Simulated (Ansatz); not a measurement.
**How many bands does the GW gap of BP (honeycomb multilayer) need?**

How do accuracy and time trade against each other in G0W0 on BP (honeycomb multilayer)?

Program: Ansatz 0.2.0. Level of theory: G0W0 on PBE, plane waves, PAW. Results are calculated unless marked as measured.

**1. Set-up**

The cell holds 6 atoms: 3 B and 3 P. Its edges and angles: a = 3.202 Å, b = 3.202 Å, c = 38.700 Å, α = 90.0°, β = 90.0°, γ = 120.0°. Regions: layer 1 (BP-hc), 2 atoms (1 B and 1 P); layer 2 (BP-hc), 2 atoms (1 B and 1 P); layer 3 (BP-hc), 2 atoms (1 B and 1 P). Vacuum lies along c.

The structure was relaxed with PBE-D3(BJ). The runs that relaxed it are not among those shown. The default PAW set here is soft_2. Its files were made with PBE. The Coulomb interaction is cut off across the vacuum.

**2. 168 empty bands, screening to 36 eV**

G0W0 replaces the xc potential by the self-energy, built once from these orbitals. Only a window of levels is corrected, while the sums run over the empty bands that the input names.

File input.yaml:

```yaml
crystal:
  lattice:
    - [3.2019886682, 0.0, 0.0]
    - [-1.6009943341, 2.7730035293, 0.0]
    - [0.0, 0.0, 38.7]
  atoms:
    - { symbol: B, position: [0.3333333333, 0.6666666667, 0.3999601721] }
    - { symbol: P, position: [0.6666666667, 0.3333333333, 0.3999695886] }
    - { symbol: B, position: [0.6666666667, 0.3333333333, 0.5] }
    - { symbol: P, position: [0.3333333333, 0.6666666667, 0.5] }
    - { symbol: B, position: [0.3333333333, 0.6666666667, 0.6000398279] }
    - { symbol: P, position: [0.6666666667, 0.3333333333, 0.6000304114] }
  periodic: [true, true, false]
kpoints:
  mp_grid: { grid: [6, 6, 1] }
hamiltonian:
  xc: pbe
scf:
  occupations: { method: fixed }
gw:
  n_empty_bands: 168
  ecut_chi: 36
  qp_bands: [v2, c2]
  qp_kpoints: band_edges
  screening: { model: contour_deformation }
```

Command:

```console
$ ansatz run input.yaml --threads 4 --pin off --max-ram 17510MiB --backend cpu --events-out ev --progress --plain --runs-dir out
```

Numbers of over 12 decimals in the logs are rounded to 6 here.

The program printed:

```text
Engine: ansatz 0.2.0, aarch64-unknown-linux-gnu
Pseudopotentials: kind: paw
Pseudopotential: B, paw, valence charge 3, recommended cutoff 420 eV (normal), B.paw.azcp
Pseudopotential: P, paw, valence charge 5, recommended cutoff 420 eV (normal), P.paw.azcp
Functional definition: PBE
  parameter kappa = 0.804
  parameter beta = 0.066725
  exchange = pbe_x(kappa = kappa, mu = beta*pi^2/3)
  correlation = pbe_c(beta = beta)
Crystal: 6 atoms, lattice volume = 343.622 Å³
Basis set: ecut = 420 eV, 6801 PW (Γ)
Bands: 18, of which v1, the nominal top of the filled ones, is band 12 counted from 1 (11 counted from 0)
Symmetry: 12 space group operations
Space group: P-6m2 (ITA 187), of the structure as read, at distance tolerance 7.0e-5 Å
k-points: 7 of 36 (time reversal used)
Non-local potential: B, projectors of the file, l = 0: 2, l = 1: 2, l = 2: 1
Non-local potential: P, projectors of the file, l = 0: 2, l = 1: 2, l = 2: 2
PAW form: soft (Blöchl's): semilocal exchange-correlation on the pseudo side does not see the compensation charge
PAW one-centre angular grid: B, 110 points (default); XC on 64 Gauss nodes
PAW one-centre angular grid: P, 110 points (default); XC on 64 Gauss nodes
Initial density: superposition of atomic densities (neutral atoms: chi_scale 0, normalization atom), corrected by the library's trained network
Initial wavefunctions: pseudopotential atomic-orbital guess
Functional: x = pbe(κ = 0.804, μ = 0.219515), c = pbe(β = 0.066725)
SCF iter   1: F=—  HF=-2734.971591 eV  |F-HF|=—  |Δ(HF+E_count)|=         —  Δρ=1.39e-3  dr2=2.30e-2  ethr=1.77e-3  ⟨swp⟩=7.4  Hψ=828  notcnv=0  defer=21
preconditioner: auto → Resta (q_TF=auto, 1.751 Å⁻¹)  ε∞=2.0  [insulator: Δε(μ)=0.825 eV  Ē_g=9.835 eV  n_scr=20 (ndim 8)  ℏωp=9.8 eV  f_vac=0.682  ε∞_Penn≈2.0  vacuum switching on, ρ_ref=7.0e-3 e/Å³]
SCF iter   2: F=—  HF=-2734.968561 eV  |F-HF|=—  |Δ(HF+E_count)|=   3.03e-3  Δρ=6.20e-4  dr2=2.03e-3  ethr=9.60e-5  ⟨swp⟩=4.7  Hψ=362  notcnv=0  defer=28
SCF iter   3: F=—  HF=-2734.968712 eV  |F-HF|=—  |Δ(HF+E_count)|=   1.50e-4  Δρ=3.01e-4  dr2=2.89e-4  ethr=8.44e-6  ⟨swp⟩=4.3  Hψ=250  notcnv=0  defer=28
SCF iter   4: F=—  HF=-2734.968961 eV  |F-HF|=—  |Δ(HF+E_count)|=   2.49e-4  Δρ=1.15e-4  dr2=3.90e-5  ethr=1.21e-6  ⟨swp⟩=3.1  Hψ=240  notcnv=0  defer=27
SCF iter   5: F=—  HF=-2734.969000 eV  |F-HF|=—  |Δ(HF+E_count)|=   3.91e-5  Δρ=2.35e-5  dr2=1.49e-6  ethr=1.63e-7  ⟨swp⟩=3.1  Hψ=258  notcnv=0  defer=27
SCF iter   6: F=—  HF=-2734.969002 eV  |F-HF|=—  |Δ(HF+E_count)|=   2.63e-6  Δρ=5.97e-6  dr2=1.39e-7  ethr=6.21e-9  ⟨swp⟩=3.3  Hψ=251  notcnv=0  defer=27
SCF iter   7: F=-2734.969003 eV  HF=-2734.969003 eV  |F-HF|=2.83e-8  |Δ(HF+E_count)|=   2.47e-7  Δρ=9.04e-7  dr2=3.32e-9  ethr=4.17e-10  ⟨swp⟩=17.9  Hψ=1090  notcnv=0
SCF 1 converged in 7 iterations: F = -2734.969003 eV  dr2 = 3.32e-9
  greatest PAW one-centre occupation: 0.776 electrons in one spin orbital (limit 2), on the P atom at site 3 (counted from 0), in its partial waves of l = 0
NSCF: frozen V_eff on 7 k-points
G₀W₀ screening: q 1/7
[... further progress lines ...]
SCF converged after 7 iterations
Free energy (F): -2734.969003 eV
Harris-Foulkes:  -2734.969003 eV  (|F-HF|=2.83e-8)
Internal energy: -2734.969003 eV  (E = F + TS)
E sigma→0 (E₀):  -2734.969003 eV
Fermi energy:    -5.147778 eV
--- Per-component energies (eV) ---
  E_band       = -268.345574
  E_kinetic    = 357.156228
  E_local      = -35605.794122  (includes V_loc(G=0)·N_el)
  E_nonlocal   = 138.108834
  E_hartree    = 17583.958928
  E_xc         = -279.710432
  E_vxc        = -294.691177  (∫ρ·V_xc dr)
  E_paw        = -1944.360049  (= ΣΔE_a)
  E_vpaw       = -31.039137  (= ΣTr[D̂ρ^β])
  E_aug_tail   = 0.000001  (compensation charges beyond the density's cutoff)
  E_ewald      = 17015.671610
  E_smearing   = -0.000000  (= −TS)
  E_closure    = -0.000000  (closes the sum)
  Σ components = -2734.969003   (vs F -2734.969003, Δ=0.00e0)
--- Band table (eV; the first three rows and the last of 7) ---
  k-point 0: bands = [... 8 lower, -6.7934, -6.7934, -6.7690, -6.7690, -1.4390 (-1.4390°), -0.9150 (-0.9156°), -0.5130, -0.5130, ... 2 higher]
  k-point 1: bands = [... 8 lower, -8.1767, -7.5059, -7.4751, -7.4466, -1.2515 (-1.2515°), -1.1244 (-1.1244°), -1.0808 (-1.0808°), -0.7758 (-0.7759°), ... 2 higher]
  k-point 2: bands = [... 8 lower, -8.3932, -8.1650, -7.5743, -6.9092, -2.1376, -2.0636, -1.9371, -1.8454, ... 2 higher]
  k-point 6: bands = [... 8 lower, -11.3866, -5.3981, -5.3827, -5.1478, -4.2934, -4.0155, -3.9842, 0.3144, ... 2 higher]
  ° read free of the cell's end (the report's vacuum.weakly_bound_levels)
--- G₀W₀: contour deformation, 6 samples at zero and on the imaginary axis and 1 off it, 36 q-points, 168 empty bands' worth ---
  eigenvalues of the whole cell's RPA ε∞ on this k-mesh (on a slab, of 1 + 4πα/V) = 1.2313, 7.3492, 7.3492; static W/v taken at q = 0 is 0.303604
  gw.qp_kpoints: band_edges: 5 of 7 stored k-points solved, in 2 passes; an edge of the gap read off the rows below is read off those points alone
    valence top: of the k-points left out ik 2 came nearest to being solved in a further pass, in band 12 (counted from 1, as in the quasiparticle table): it holds the edge there only if its correction is more favourable than any solved in that band by at least 1.732 eV; those differ by 0.077 eV
    conduction bottom: of the k-points left out ik 2 came nearest to being solved in a further pass, in band 14 (counted from 1, as in the quasiparticle table): it holds the edge there only if its correction is more favourable than any solved in that band by at least 1.784 eV; those differ by 0.705 eV
  `?` marks the rows in doubt; gw_qp.tsv's column doubts and the gw_qp event give each row's grounds
    ik  band        ε_KS         Σx   Σc(E_QP)       V_xc       Z   E_QP_lin       E_QP  E_QP is
     0    11     -6.7690   -17.8066     2.7447   -15.1978  0.6662    -6.6349    -6.6331  root
     0    12     -6.7690   -17.8066     2.7447   -15.1978  0.6662    -6.6349    -6.6331  root
     0    13     -1.4390    -2.8419    -3.1227    -5.9892  0.7254    -1.4143    -1.4143  root
     0    14     -0.9150    -1.7760    -2.4942    -4.2844  0.7265    -0.9008    -0.9008  root
     1    11     -7.4751   -17.7739     2.9259   -14.9243  0.6489    -7.3995    -7.3988  root
     1    12     -7.4466   -17.7943     2.9251   -14.9597  0.6555    -7.3570    -7.3561  root
     1    13     -1.2515    -6.7444    -4.2622   -11.6667  0.6729    -0.4974    -0.5914  root
     1    14     -1.1244    -7.5509    -4.5398   -12.8100  0.6573    -0.2385    -0.4050  root ?
     3    11     -6.2235   -13.7001     1.6449   -12.0462  0.6353    -6.2325    -6.2325  root
     3    12     -5.6767   -14.0767     1.4457   -12.6897  0.6651    -5.6183    -5.6180  root
     3    13     -4.2592    -6.8446    -3.1177   -10.3877  0.6837    -3.8108    -3.8338  root
     3    14     -3.7118    -7.1895    -3.2680   -10.9277  0.6553    -3.2092    -3.2417  root
     5    11     -6.4042   -13.4753     1.6340   -11.8222  0.6231    -6.4234    -6.4233  root
     5    12     -5.8059   -13.7980     1.3527   -12.5050  0.6638    -5.7465    -5.7462  root
     5    13     -3.6286    -7.3144    -3.2728   -11.0812  0.6724    -3.0987    -3.1346  root
     5    14     -3.1299    -7.5576    -3.4890   -11.5757  0.6435    -2.5547    -2.6008  root
     6    11     -5.3827   -12.8812     0.8238   -12.1126  0.6595    -5.3278    -5.3275  root
     6    12     -5.1478   -13.5615     0.9054   -12.7627  0.6684    -5.0422    -5.0412  root
     6    13     -4.2934    -7.6748    -2.8695   -11.0367  0.6711    -3.7666    -3.8010  root
     6    14     -4.0155    -8.6313    -2.7168   -11.8349  0.6749    -3.4959    -3.5287  root
```

Run time: 32 s. Hardware: 4 threads of Arm Neoverse V2, shared host; peak memory 1.6 GiB; 2 min of CPU time.

The column dr2 measures how far the density is from self-consistency, as an energy; F and HF (Harris–Foulkes) agree once it is small.

This step gave:

```
bands summed                                 : 180
plane waves in the screening matrix          : 187
q-points in the mesh                         : 36
G0W0 gap on the mesh                         : 1.207 eV
k of the valence top                         : 0.3333, 0.3333, 0
k of the conduction bottom                   : 0, -0.5, 0
starting gap on the mesh                     : 0.8543 eV
Z at the valence top                         : 0.6684
Z at the conduction bottom                   : 0.6837
least direct G0W0 gap on the computed points : 1.240 eV
```

The gap on the mesh goes from 0.85 eV to 1.21 eV, a correction of +0.35 eV, though a band edge has moved to another state.

**3. 408 empty bands, screening to 65 eV**

Another rung: the empty bands reach about as high as the screening cutoff, so the two stay in balance.

input.yaml, as its differences from that of step 2:

```diff
@@ -19,5 +19,6 @@
   occupations: { method: fixed }
+  convergence: { dr2_threshold: 1.0e-10 }
 gw:
-  n_empty_bands: 168
-  ecut_chi: 36
+  n_empty_bands: 408
+  ecut_chi: 65.0
   qp_bands: [v2, c2]
```

The program printed:

```text
[...]
Crystal: 6 atoms, lattice volume = 343.622 Å³
Basis set: ecut = 420 eV, 6801 PW (Γ)
Bands: 18, of which v1, the nominal top of the filled ones, is band 12 counted from 1 (11 counted from 0)
[... 1 set-up line as in the run before ...]
[...]
k-points: 7 of 36 (time reversal used)
[...]
SCF iter   1: F=—  HF=-2734.971591 eV  |F-HF|=—  |Δ(HF+E_count)|=         —  Δρ=1.39e-3  dr2=2.30e-2  ethr=1.77e-3  ⟨swp⟩=7.4  Hψ=828  notcnv=0  defer=21
[...]
SCF iter   9: F=-2734.969003 eV  HF=-2734.969003 eV  |F-HF|=1.66e-10  |Δ(HF+E_count)|=  6.82e-11  Δρ=7.57e-8  dr2=2.02e-11  ethr=1.00e-12  ⟨swp⟩=17.0  Hψ=1216  notcnv=0
SCF 1 converged in 9 iterations: F = -2734.969003 eV  dr2 = 2.02e-11
[...]
NSCF: frozen V_eff on 7 k-points
G₀W₀ screening: q 1/7
[... further progress lines ...]
SCF converged after 9 iterations
Free energy (F): -2734.969003 eV
[...]
Internal energy: -2734.969003 eV  (E = F + TS)
E sigma→0 (E₀):  -2734.969003 eV
Fermi energy:    -5.147720 eV
[...]
--- Band table (eV; the first three rows and the last of 7) ---
  k-point 0: bands = [... 8 lower, -6.7933, -6.7933, -6.7689, -6.7689, -1.4387 (-1.4387°), -0.9139 (-0.9145°), -0.5129, -0.5129, ... 2 higher]
  k-point 1: bands = [... 8 lower, -8.1766, -7.5058, -7.4750, -7.4465, -1.2514 (-1.2514°), -1.1244 (-1.1244°), -1.0807 (-1.0807°), -0.7755 (-0.7756°), ... 2 higher]
  k-point 2: bands = [... 8 lower, -8.3931, -8.1650, -7.5742, -6.9091, -2.1375, -2.0635, -1.9371, -1.8454, ... 2 higher]
  k-point 6: bands = [... 8 lower, -11.3865, -5.3980, -5.3826, -5.1477, -4.2934, -4.0154, -3.9842, 0.3145, ... 2 higher]
  ° read free of the cell's end (the report's vacuum.weakly_bound_levels)
[...]
0    11     -6.7689   -17.8066     2.4260   -15.1978  0.6619    -6.9555    -6.9516  root
     0    12     -6.7689   -17.8066     2.4260   -15.1978  0.6619    -6.9555    -6.9516  root
     0    13     -1.4387    -2.8434    -3.1870    -5.9918  0.7246    -1.4771    -1.4773  root
     0    14     -0.9139    -1.7804    -2.5499    -4.2925  0.7261    -0.9516    -0.9519  root
     1    11     -7.4750   -17.7739     2.6319   -14.9243  0.6453    -7.6990    -7.6928  root
     1    12     -7.4465   -17.7943     2.6259   -14.9597  0.6520    -7.6605    -7.6552  root
     1    13     -1.2514    -6.7450    -4.4415   -11.6675  0.6668    -0.7355    -0.7703  root
     1    14     -1.1244    -7.5511    -4.6980   -12.8103  0.6500    -0.5034    -0.5631  root
[...]
6    11     -5.3826   -12.8812     0.6004   -12.1126  0.6530    -5.5540    -5.5508  root
     6    12     -5.1477   -13.5615     0.6641   -12.7627  0.6610    -5.2841    -5.2824  root
     6    13     -4.2934    -7.6748    -3.1141   -11.0367  0.6650    -4.0393    -4.0456  root
     6    14     -4.0154    -8.6313    -2.9817   -11.8349  0.6678    -3.7888    -3.7936  root
```

Wall time 2.5 min (4 threads); peak memory 3.9 GiB.

This step gave:

```
bands summed                                 : 420
plane waves in the screening matrix          : 399
q-points in the mesh                         : 36
G0W0 gap on the mesh                         : 1.237 eV
k of the valence top                         : 0.3333, 0.3333, 0
k of the conduction bottom                   : 0.3333, 0.3333, 0
starting gap on the mesh                     : 0.8543 eV
Z at the valence top                         : 0.6610
Z at the conduction bottom                   : 0.6650
least direct G0W0 gap on the computed points : 1.237 eV
```

Against the run with 6×6×1 mesh, 168 empty bands, screening to 36 eV, the gap moves by +0.03 eV.

**4. Side by side**

Times are wall times on 4 threads of Arm Neoverse V2, shared host, good to a factor of about two.

| mesh | files | frequency | bands summed | cutoff (eV) | start (eV) | G0W0 (eV) | time | host memory (GiB) |
| --- | --- | --- | --- | --- | --- | --- | --- | --- |
| 6×6×1 | default PAW | contour deformation | 180 | 36 | 0.854 | 1.207 | 32 s | 1.6 |
| 6×6×1 | default PAW | contour deformation | 420 | 65 | 0.854 | 1.237 | 2.5 min | 3.9 |

The parts of the quasiparticle energy at the two band edges (eV; QP = start + Σx + Σc − Vxc):

| run | edge | start | Σx | Σc | Vxc | Z | QP |
| --- | --- | --- | --- | --- | --- | --- | --- |
| 180 bands | valence top | -5.15 | -13.56 | 0.91 | -12.76 | 0.67 | -5.04 |
| 180 bands | conduction bottom | -4.26 | -6.84 | -3.12 | -10.39 | 0.68 | -3.83 |
| 420 bands | valence top | -5.15 | -13.56 | 0.66 | -12.76 | 0.66 | -5.28 |
| 420 bands | conduction bottom | -4.29 | -7.67 | -3.11 | -11.04 | 0.67 | -4.05 |

 Where G0W0 reorders the edges (180 bands), the two states listed lie further apart at the start than the starting gap.

**5. Outcome**

```
180 bands, 36 eV : 1.207 eV
420 bands, 65 eV : 1.237 eV
mesh and start   : 6×6×1, PBE
```

In words: From 180 to 420 bands the gap moves by +0.03 eV while the time grows 4.8-fold. The states at the edges change along the series or lie close to crossing, so no limit is drawn from it. The 6×6×1 mesh misses a band edge: over a band path and its finer mesh (run apart) the PBE gap is 0.81 eV, so the G0W0 gap over the zone may lie about 0.04 eV below its value on the mesh. The mesh in the plane is coarse for a sheet; gap and any exciton binding can still move on denser ones.

[Paths, hosts, dates, memory and timing lines, banners, echoed tables and standing remarks are left out of the program output.]

[Logs are printed without paths, hosts, clocks, repeated set-up lines and the standing remarks that a program may print on its own settings, such as how far it seeks lower states.]

[Runs of the session that timed out or met a known fault of the program may be left out.]

[Cells called generated may have been cut or substituted from an entry of the Crystallography Open Database or the Materials Project.]

[Hosts, paths, dates, database ids (printed as entryN), source tags and the programs' standing remarks are cut or masked in the printed files.]
